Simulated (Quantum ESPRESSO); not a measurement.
# CdS (Greenockite) (P6_3mc) in Quantum ESPRESSO: convergence with k mesh

Aim: find how far k mesh must go before the results for CdS (Greenockite) settle, at LDA. This setting moves, with any that are tied to it; all else stays.

Program: Quantum ESPRESSO 7.5. These are calculated values, not measurements. Logs are shortened: lines on timing, memory, paths and dates and some standing lists are left out, and cuts for length are marked.

## 1. Starting point

The structure is hexagonal, space group P6_3mc (No. 186). The conventional cell has a = 4.150 Å, b = 4.150 Å, c = 6.737 Å, α = 90.00°, β = 90.00°, γ = 120.00°. Cd (site symmetry 3m) has 4 S at 2.53 to 2.54 Å as nearest neighbours. Around S (site symmetry 3m) lie 4 Cd at 2.53 to 2.54 Å.

## 2. With k mesh 1 × 1 × 1

pw.in

```
&CONTROL
  calculation = 'scf'
  prefix = 'pwscf'
  outdir = './tmp'
  pseudo_dir = './pseudo'
  tprnfor = .true.
  tstress = .true.
  disk_io = 'nowf'
/
&SYSTEM
  ibrav = 0
  nat = 4
  ntyp = 2
  ecutwfc = 36
  ecutrho = 216
  nbnd = 26
  occupations = 'smearing'
  smearing = 'fd'
  degauss = 0.00367493
/
&ELECTRONS
  conv_thr = 8d-10
  electron_maxstep = 120
  mixing_beta = 0.5
/
ATOMIC_SPECIES
Cd   112.4140 Cd.LDA_PW-JTH.UPF
S     32.0600 S.LDA_PW-JTH.UPF
CELL_PARAMETERS angstrom
   4.1500000000    0.0000000000    0.0000000000
  -2.0750000000    3.5940054257    0.0000000000
   0.0000000000    0.0000000000    6.7370000000
ATOMIC_POSITIONS crystal
Cd     0.6666666667    0.3333333333    0.5000000000
Cd     0.3333333333    0.6666666667    0.0000000000
S      0.6666666667    0.3333333333    0.8750000000
S      0.3333333333    0.6666666667    0.3750000000
K_POINTS automatic
1 1 1 0 0 0
```

Potentials or basis: JTH 2.0 LDA.

On the command line:

```sh
$ OMP_NUM_THREADS=1 pw.x -in pw.in > pw.out
```

Wall time 7.2 s (1 thread of Intel Xeon Platinum 8488C (Sapphire Rapids), shared host); peak memory 0.18 GiB.

Results:

```
Free energy   : -11843.2591 eV
Pressure      : 16.2 GPa
Largest force : 2.194 eV/Å
```

## 3. With k mesh 2 × 2 × 1

pw.in: that of step 2 with these lines changed.

```diff
@@ -38,2 +38,2 @@
 K_POINTS automatic
-1 1 1 0 0 0
+2 2 1 0 0 0
```

Potentials or basis: JTH 2.0 LDA.

On the command line:

```sh
$ OMP_NUM_THREADS=1 pw.x -in pw.in > pw.out
```

It took 6.9 s on 1 thread of Intel Xeon Platinum 8488C (Sapphire Rapids), shared host; peak memory 0.18 GiB.

What came out:

- Free energy: -11853.9446 eV
- Pressure: -2.7 GPa
- Largest force: 0.089 eV/Å
- Band gap on the k mesh: 0.79 eV, direct

## 4. With k mesh 3 × 3 × 2

pw.in: that of step 3 with these lines changed.

```diff
@@ -38,2 +38,2 @@
 K_POINTS automatic
-2 2 1 0 0 0
+3 3 2 0 0 0
```

On the command line:

```sh
$ OMP_NUM_THREADS=1 pw.x -in pw.in > pw.out
```

It took 10 s on 1 thread of Intel Xeon Platinum 8488C (Sapphire Rapids), shared host; peak memory 0.18 GiB.

Results:

- Free energy: -11854.5926 eV
- Pressure: -3.1 GPa
- Largest force: 0.008 eV/Å
- Band gap on the k mesh: 0.86 eV, direct

## 5. With k mesh 4 × 4 × 2

pw.in: that of step 4 with these lines changed.

```diff
@@ -38,2 +38,2 @@
 K_POINTS automatic
-3 3 2 0 0 0
+4 4 2 0 0 0
```

On the command line:

```sh
$ OMP_NUM_THREADS=1 pw.x -in pw.in > pw.out
```

It took 13 s on 1 thread of Intel Xeon Platinum 8488C (Sapphire Rapids), shared host; peak memory 0.18 GiB.

Results:

| Property | Result |
| --- | --- |
| Free energy | -11854.7301 eV |
| Pressure | -3.4 GPa |
| Largest force | 0.046 eV/Å |
| Band gap on the k mesh | 0.88 eV, direct |

## 6. With k mesh 5 × 5 × 3

pw.in: that of step 5 with these lines changed.

```diff
@@ -38,2 +38,2 @@
 K_POINTS automatic
-4 4 2 0 0 0
+5 5 3 0 0 0
```

Potentials or basis: JTH 2.0 LDA.

On the command line:

```sh
$ OMP_NUM_THREADS=1 pw.x -in pw.in > pw.out
```

It took 15 s on 1 thread of Intel Xeon Platinum 8488C (Sapphire Rapids), shared host; peak memory 0.19 GiB.

Results (log left out):

* Free energy: -11854.7596 eV
* Pressure: -3.4 GPa
* Largest force: 0.058 eV/Å
* Band gap on the k mesh: 0.89 eV, direct

## 7. With k mesh 6 × 6 × 4

pw.in: that of step 6 with these lines changed.

```diff
@@ -38,2 +38,2 @@
 K_POINTS automatic
-5 5 3 0 0 0
+6 6 4 0 0 0
```

On the command line:

```sh
$ OMP_NUM_THREADS=1 pw.x -in pw.in > pw.out
```

It took 23 s on 1 thread of Intel Xeon Platinum 8488C (Sapphire Rapids), shared host; peak memory 0.19 GiB.

The run converged. Its results:

- Free energy: -11854.7684 eV
- Pressure: -3.4 GPa
- Largest force: 0.060 eV/Å
- Band gap on the k mesh: 0.89 eV, direct

## 8. With k mesh 7 × 7 × 4

pw.in: that of step 7 with these lines changed.

```diff
@@ -38,2 +38,2 @@
 K_POINTS automatic
-6 6 4 0 0 0
+7 7 4 0 0 0
```

On the command line:

```sh
$ OMP_NUM_THREADS=1 pw.x -in pw.in > pw.out
```

It took 26 s on 1 thread of Intel Xeon Platinum 8488C (Sapphire Rapids), shared host; peak memory 0.2 GiB.

It converged, with:

| Property | Result |
| --- | --- |
| Free energy | -11854.7705 eV |
| Pressure | -3.4 GPa |
| Largest force | 0.061 eV/Å |
| Band gap on the k mesh | 0.89 eV, direct |

## 9. With k mesh 8 × 8 × 5

pw.in: that of step 8 with these lines changed.

```diff
@@ -38,2 +38,2 @@
 K_POINTS automatic
-7 7 4 0 0 0
+8 8 5 0 0 0
```

Potentials or basis: JTH 2.0 LDA.

On the command line:

```sh
$ OMP_NUM_THREADS=1 pw.x -in pw.in > pw.out
```

Wall time 34 s (1 thread of Intel Xeon Platinum 8488C (Sapphire Rapids), shared host); peak memory 0.2 GiB.

Results (log left out):

```yaml
Free_energy: -11854.7713 eV
Pressure: -3.4 GPa
Largest_force: 0.062 eV/Å
Band_gap_on_the_k_mesh: 0.89 eV, direct
```

## 10. With k mesh 10 × 10 × 6

pw.in: that of step 9 with these lines changed.

```diff
@@ -38,2 +38,2 @@
 K_POINTS automatic
-8 8 5 0 0 0
+10 10 6 0 0 0
```

Potentials or basis: JTH 2.0 LDA.

On the command line:

```sh
$ OMP_NUM_THREADS=1 pw.x -in pw.in > pw.out
```

pw.out:

```text
This program is part of the open-source Quantum ESPRESSO suite
     for quantum simulation of materials; please cite
         "P. Giannozzi et al., J. Phys.:Condens. Matter 21 395502 (2009);
         "P. Giannozzi et al., J. Phys.:Condens. Matter 29 465901 (2017);
         "P. Giannozzi et al., J. Chem. Phys. 152 154105 (2020);
     in publications or presentations arising from this work. More details at

     file Cd.LDA_PW-JTH.UPF: wavefunction(s)  0S 5P 0P 4D 0D renormalized
     file S.LDA_PW-JTH.UPF: wavefunction(s)  3S 0S 3P 0P renormalized
     Message from routine setup:
     using ibrav=0 with symmetry is DISCOURAGED, use correct ibrav instead

     G-vector sticks info
     --------------------
     sticks:   dense  smooth     PW     G-vecs:    dense   smooth      PW
     Sum         925     595    187                36407    19795    3213

     Using Slab Decomposition

     bravais-lattice index     =            0
     lattice parameter (alat)  =       7.8424  a.u.
     unit-cell volume          =     678.0941 (a.u.)^3
     number of atoms/cell      =            4
     number of atomic types    =            2
     number of electrons       =        36.00
     number of Kohn-Sham states=           26
     kinetic-energy cutoff     =      36.0000  Ry
     charge density cutoff     =     216.0000  Ry
     scf convergence threshold =      8.0E-10
     mixing beta               =       0.5000
     number of iterations used =            8  plain     mixing
     Exchange-correlation= SLA PW NOGX NOGC
                           (   1   4   0   0   0   0   0)

     celldm(1)=   7.842363  celldm(2)=   0.000000  celldm(3)=   0.000000
     celldm(4)=   0.000000  celldm(5)=   0.000000  celldm(6)=   0.000000

     crystal axes: (cart. coord. in units of alat)
               a(1) = (   1.000000   0.000000   0.000000 )
               a(2) = (  -0.500000   0.866025   0.000000 )
               a(3) = (   0.000000   0.000000   1.623373 )

     reciprocal axes: (cart. coord. in units 2 pi/alat)
               b(1) = (  1.000000  0.577350 -0.000000 )
               b(2) = (  0.000000  1.154701  0.000000 )
               b(3) = (  0.000000 -0.000000  0.616001 )

     PseudoPot. # 1 for Cd read from file:
     Cd.LDA_PW-JTH.UPF
     Pseudo is Projector augmented-wave + core cor, Zval = 12.0
     Generated using ATOMPAW code
     Shape of augmentation charge: BESSEL
     Using radial grid of 1087 points,  6 beta functions with:
                l(1) =   0
                l(2) =   0
                l(3) =   1
                l(4) =   1
                l(5) =   2
                l(6) =   2
     Q(r) pseudized with 0 coefficients

     PseudoPot. # 2 for S  read from file:
     S.LDA_PW-JTH.UPF
     Pseudo is Projector augmented-wave + core cor, Zval =  6.0
     Generated using ATOMPAW code
     Shape of augmentation charge: SINC**2
     Using radial grid of  999 points,  4 beta functions with:
                l(1) =   0
                l(2) =   0
                l(3) =   1
                l(4) =   1
     Q(r) pseudized with 0 coefficients

     atomic species   valence    mass     pseudopotential
     Cd               12.00   112.41400     Cd( 1.00)
     S                 6.00    32.06000     S ( 1.00)

     12 Sym. Ops. (no inversion) found ( 6 have fractional translation)

   Cartesian axes

     site n.     atom                  positions (alat units)
         1        Cd     tau(   1) = (   0.5000000   0.2886751   0.8116867  )
         2        Cd     tau(   2) = (  -0.0000000   0.5773503   0.0000000  )
         3        S      tau(   3) = (   0.5000000   0.2886751   1.4204518  )
         4        S      tau(   4) = (  -0.0000000   0.5773503   0.6087651  )

     number of k points=    56  Fermi-Dirac smearing, width (Ry)=  0.0037
                       cart. coord. in units 2pi/alat
        k(    1) = (   0.0000000   0.0000000   0.0000000), wk =   0.0033333
        k(    2) = (   0.0000000   0.0000000   0.1026669), wk =   0.0066667
        k(    3) = (   0.0000000   0.0000000   0.2053337), wk =   0.0066667
        k(    4) = (   0.0000000   0.0000000  -0.3080006), wk =   0.0033333
        k(    5) = (   0.0000000   0.1154701   0.0000000), wk =   0.0200000
        k(    6) = (   0.0000000   0.1154701   0.1026669), wk =   0.0400000
[... 48 lines left out ...]
        k(   55) = (   0.3000000   0.5196152   0.2053337), wk =   0.0400000
        k(   56) = (   0.3000000   0.5196152  -0.3080006), wk =   0.0200000

     Dense  grid:    36407 G-vectors     FFT dimensions: (  40,  40,  60)

     Smooth grid:    19795 G-vectors     FFT dimensions: (  30,  30,  50)

     Check: negative core charge=   -0.000004

     Initial potential from superposition of free atoms

     starting charge      35.9996, renormalised to      36.0000

     negative rho (up, down):  9.568E-02 0.000E+00
     Starting wfcs are   52 randomized atomic wfcs

     Self-consistent Calculation

     iteration #  1     ecut=    36.00 Ry     beta= 0.50
     Davidson diagonalization with overlap
     ethr =  1.00E-02,  avg # of iterations =  5.2

     Threshold (ethr) on eigenvalues was too large:
     Diagonalizing with lowered threshold

     Davidson diagonalization with overlap
     ethr =  5.91E-04,  avg # of iterations =  1.9

     negative rho (up, down):  1.029E-01 0.000E+00

     total energy              =    -871.24956996 Ry
     estimated scf accuracy    <       0.21234025 Ry

     iteration #  2     ecut=    36.00 Ry     beta= 0.50
     Davidson diagonalization with overlap
     ethr =  5.90E-04,  avg # of iterations =  2.2
[... 46 lines left out ...]
     negative rho (up, down):  1.040E-01 0.000E+00

     total energy              =    -871.30964603 Ry
     estimated scf accuracy    <       0.00000003 Ry

     iteration #  8     ecut=    36.00 Ry     beta= 0.50
     Davidson diagonalization with overlap
     c_bands:  1 eigenvalues not converged
     c_bands:  4 eigenvalues not converged
     c_bands:  1 eigenvalues not converged
     c_bands:  2 eigenvalues not converged
     ethr =  7.68E-11,  avg # of iterations = 17.0

     negative rho (up, down):  1.040E-01 0.000E+00

     total energy              =    -871.30964624 Ry
     estimated scf accuracy    <       0.00000001 Ry

     iteration #  9     ecut=    36.00 Ry     beta= 0.50
     Davidson diagonalization with overlap
     ethr =  3.22E-11,  avg # of iterations =  2.5

     negative rho (up, down):  1.040E-01 0.000E+00

     End of self-consistent calculation

          k = 0.0000 0.0000 0.0000 (  2539 PWs)   bands (ev):

    -6.8030  -6.3537  -2.2019  -2.1789  -2.1789  -2.0930  -2.0930  -1.7774
    -1.7774  -1.6854  -1.6854  -1.3513   1.0480   4.7272   4.7272   5.4583
     5.5055   5.5055   6.3972   8.0313  11.7675  11.7675  12.0957  12.8937
    12.8937  12.9124

          k = 0.0000 0.0000 0.1027 (  2484 PWs)   bands (ev):

    -6.7724  -6.3825  -2.1834  -2.1748  -2.1748  -2.1004  -2.1004  -1.7695
    -1.7695  -1.6897  -1.6897  -1.4930   1.3467   4.7759   4.7759   4.8499
     5.4495   5.4495   6.9620   8.0675  11.7992  11.7992  11.8235  12.6244
    12.7526  12.7526
[... 120 lines left out ...]
          k = 0.0000 0.4619-0.3080 (  2482 PWs)   bands (ev):

    -6.3161  -6.3161  -2.0680  -2.0680  -1.9884  -1.9884  -1.8226  -1.8226
    -1.6944  -1.6944  -1.4315  -1.4315   1.5583   1.5583   4.1271   4.1271
     4.2324   4.2324   8.8225   8.8225  10.7301  10.7301  12.9649  12.9649
    13.6025  13.6025

          k = 0.0000-0.5774 0.0000 (  2468 PWs)   bands (ev):

    -6.3700  -6.2293  -2.0961  -2.0745  -1.9004  -1.8848  -1.8807  -1.8159
    -1.7033  -1.6467  -1.3922  -1.2539   1.3083   1.9294   2.8101   3.6079
     4.1735   4.7580   8.9767   9.1564  10.4097  11.6490  12.3225  13.4061
    13.6619  15.3455

          k = 0.0000-0.5774 0.1027 (  2460 PWs)   bands (ev):

    -6.3580  -6.2359  -2.0981  -2.0612  -1.9339  -1.8957  -1.8863  -1.7891
    -1.7016  -1.6541  -1.3861  -1.2670   1.2463   1.7985   3.0631   3.6779
     4.2894   4.6710   8.7302   9.1786  10.7054  11.2466  12.4919  13.2156
    13.4778  15.4247

          k = 0.0000-0.5774 0.2053 (  2454 PWs)   bands (ev):

    -6.3269  -6.2561  -2.0946  -2.0248  -2.0106  -1.9279  -1.8499  -1.7808
    -1.6961  -1.6703  -1.3682  -1.3006   1.2051   1.5331   3.6167   3.8728
     4.3959   4.4429   8.5128   9.1042  10.6866  10.9332  12.8476  12.9687
    13.4188  14.5515

          k = 0.0000-0.5774-0.3080 (  2456 PWs)   bands (ev):

    -6.2888  -6.2888  -2.0681  -2.0681  -1.9755  -1.9755  -1.8071  -1.8071
    -1.6858  -1.6858  -1.3387  -1.3387   1.3054   1.3054   4.1497   4.1497
     4.1555   4.1555   8.7302   8.7302  10.6962  10.6962  13.1142  13.1143
    13.6832  13.6832

          k = 0.1000 0.1732 0.0000 (  2481 PWs)   bands (ev):

    -6.6987  -6.3097  -2.1644  -2.1423  -2.1065  -2.0505  -2.0310  -1.7966
    -1.7776  -1.7236  -1.6764  -1.2823   1.2445   3.7491   4.0564   4.4471
     5.2391   5.2594   7.6816   9.0080  11.0421  11.7736  12.4370  12.4408
    12.9212  13.4563
[... 211 lines left out ...]
          k = 0.3000 0.5196-0.3080 (  2468 PWs)   bands (ev):

    -6.2606  -6.2606  -2.0166  -2.0166  -1.9862  -1.9862  -1.7893  -1.7893
    -1.7425  -1.7425  -1.2165  -1.2165   1.4337   1.4337   3.1268   3.1268
     4.3599   4.3599   9.6316   9.6316  11.3367  11.3367  11.8018  11.8018
    14.1719  14.1719

     the Fermi energy is     5.9999 ev

!    total energy              =    -871.30964624 Ry
     total all-electron energy =      -871.309646 Ry
     estimated scf accuracy    <          9.9E-11 Ry
     smearing contrib. (-TS)   =      -0.00000009 Ry
     internal energy E=F+TS    =    -871.30964615 Ry

     The total energy is F=E-TS. E is the sum of the following terms:
     one-electron contribution =     -74.39770322 Ry
     hartree contribution      =      57.41675946 Ry
     xc contribution           =     -38.05933513 Ry
     ewald contribution        =    -169.76338562 Ry
     one-center paw contrib.   =    -646.50598165 Ry

     convergence has been achieved in   9 iterations

     negative rho (up, down):  1.040E-01 0.000E+00

     Forces acting on atoms (cartesian axes, Ry/au):

     atom    1 type  1   force =    -0.00000000   -0.00000000   -0.00240007
     atom    2 type  1   force =     0.00000000    0.00000000   -0.00240007
     atom    3 type  2   force =     0.00000000   -0.00000000    0.00240007
     atom    4 type  2   force =    -0.00000000    0.00000000    0.00240007

     Total force =     0.004800     Total SCF correction =     0.000013

     Computing stress (Cartesian axis) and pressure

     negative rho (up, down):  1.040E-01 0.000E+00
          total   stress  (Ry/bohr**3)                   (kbar)     P=      -34.27
  -0.00024636  -0.00000000   0.00000000          -36.24       -0.00        0.00
  -0.00000000  -0.00024636   0.00000000           -0.00      -36.24        0.00
   0.00000000   0.00000000  -0.00020622            0.00        0.00      -30.34

=------------------------------------------------------------------------------=
   JOB DONE.
=------------------------------------------------------------------------------=
```

It took 56 s on 1 thread of Intel Xeon Platinum 8488C (Sapphire Rapids), shared host; peak memory 0.23 GiB.

What came out:

```
Free energy            : -11854.7717 eV
Pressure               : -3.4 GPa
Largest force          : 0.062 eV/Å
Band gap on the k mesh : 0.89 eV, direct
```

## 11. The series at a glance

```csv
k mesh,"energy less the tightest run, at zero smearing (meV/atom)",pressure (GPa),largest force (eV/Å),gap on the mesh (eV),SCF cycles,CPU time (s),peak memory (GiB)
1 × 1 × 1,2888.66,16.23,2.194,-,11,7.2,0.18
2 × 2 × 1,206.80,-2.70,0.089,0.789,9,6.9,0.18
3 × 3 × 2,44.76,-3.09,0.008,0.860,9,10,0.18
4 × 4 × 2,10.40,-3.38,0.046,0.882,9,13,0.18
5 × 5 × 3,3.02,-3.41,0.058,0.888,9,15,0.19
6 × 6 × 4,0.82,-3.42,0.060,0.891,9,23,0.19
7 × 7 × 4,0.30,-3.43,0.061,0.891,9,26,0.2
8 × 8 × 5,0.09,-3.43,0.062,0.892,9,34,0.2
10 × 10 × 6,0.00,-3.43,0.062,0.892,9,56,0.23
```

Against the tightest run, the energy stays within 1 meV/atom from 6 × 6 × 4 on; the pressure stays within 0.1 GPa from 4 × 4 × 2 on; the largest force stays within 0.005 eV/Å from 5 × 5 × 3 on; the gap on the mesh stays within 0.01 eV from 4 × 4 × 2 on. Meshes of other sizes hit other points, so gaps and Fermi surfaces needn't settle smoothly. The tightest run that finished is the yardstick and may itself not be fully converged.

Caveats: the cutoff is low for these files, which shifts pressure and relaxed volume.
